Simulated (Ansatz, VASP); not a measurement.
# SiC (Moissanite 6H): VASP beside Ansatz

File INCAR:

```
SYSTEM = SiC
  PREC = Accurate
  ENCUT = 600
  EDIFF = 1E-6
  ISMEAR = -1
  SIGMA = 0.05
  LREAL = .FALSE.
  LASPH = .TRUE.
  NELM = 60
  ALGO = Normal
  ISIF = 3
  LWAVE = .FALSE.
  LCHARG = .FALSE.
  GGA = PE
  IVDW = 12
  IBRION = 2
  NSW = 60
  EDIFFG = -0.01
```

Contents of KPOINTS:

```
Automatic mesh
0
G
  10 10 2
  0 0 0
```

File POSCAR:

```
SiC
1.0
    3.0950000000      0.0000000000      0.0000000000
   -1.5475000000      2.6803486247      0.0000000000
    0.0000000000      0.0000000000     15.1700000000
Si C
6 6
Direct
    0.6666666667      0.3333333333      0.4583000000
    0.3333333333      0.6666666667      0.9583000000
    0.6666666667      0.3333333333      0.7917000000
    0.3333333333      0.6666666667      0.2917000000
    0.0000000000      0.0000000000      0.6250000000
    0.0000000000      0.0000000000      0.1250000000
    0.6666666667      0.3333333333      0.3333000000
    0.3333333333      0.6666666667      0.8333000000
    0.6666666667      0.3333333333      0.6667000000
    0.3333333333      0.6666666667      0.1667000000
    0.0000000000      0.0000000000      0.5000000000
    0.0000000000      0.0000000000      0.0000000000
```

The input input.yaml:

```yaml
crystal:
  lattice:
    - [3.095, 0.0, 0.0]
    - [-1.5475, 2.6803486247, 0.0]
    - [0.0, 0.0, 15.17]
  atoms:
    - { symbol: Si, position: [0.6666666667, 0.3333333333, 0.4583] }
    - { symbol: Si, position: [0.3333333333, 0.6666666667, 0.9583] }
    - { symbol: Si, position: [0.6666666667, 0.3333333333, 0.7917] }
    - { symbol: Si, position: [0.3333333333, 0.6666666667, 0.2917] }
    - { symbol: Si, position: [0.0, 0.0, 0.625] }
    - { symbol: Si, position: [0.0, 0.0, 0.125] }
    - { symbol: C, position: [0.6666666667, 0.3333333333, 0.3333] }
    - { symbol: C, position: [0.3333333333, 0.6666666667, 0.8333] }
    - { symbol: C, position: [0.6666666667, 0.3333333333, 0.6667] }
    - { symbol: C, position: [0.3333333333, 0.6666666667, 0.1667] }
    - { symbol: C, position: [0.0, 0.0, 0.5] }
    - { symbol: C, position: [0.0, 0.0, 0.0] }
hamiltonian:
  xc: pbe
  pseudopotentials: { kind: paw }
  dispersion: d3bj
kpoints:
  mp_grid: { grid: [10, 10, 2] }
scf:
  occupations: { method: fermi_dirac, width: 0.05 }
output:
  forces: true
  stress: true
  write_density: true
  write_potential: true
  elf: true
  volumetric_format: npy
relax:
  f_tol: 0.01
  max_steps: 40
  cell: { stress_tol: 0.05 }
```

Alike in both runs: task relaxation of cell and atoms; functional PBE; dispersion D3(BJ); k mesh 10 × 10 × 2; occupations fermi-dirac, width 0.05 eV; no spin polarisation.

|  | VASP | Ansatz |
| --- | --- | --- |
| version | VASP 6.6.1 | Ansatz 0.2.0 |
| potentials or method | VASP PAW PBE potentials, release 64 (Si, C) | Ansatz PAW |
| plane-wave cutoff (eV) | 600 | 420 |
| valence electrons in the cell | 48 | 48 |

Ansatz gave:

| Quantity | Value |
| --- | --- |
| gap on the k mesh at the Fermi level, each at its own relaxed structure (eV) | 2.03 |
| relaxed volume (Å³/atom) | 10.28 |
| relaxed cell length with the largest relative difference (Å) | 3.073 |
| energy change over the relaxation (meV/atom) | -3 |

Which values does VASP return?

gap on the k mesh at the Fermi level, each at its own relaxed structure (eV): 2.02; relaxed volume (Å³/atom): 10.27; relaxed cell length with the largest relative difference (Å): 3.072; energy change over the relaxation (meV/atom): -3.

Caveats: the plane-wave basis is chosen anew once the cell has moved, so the energies of steps on either side of that aren't comparable (Ansatz). A k mesh can miss the band edges. As with any semilocal functional, this PBE gap is likely too small.
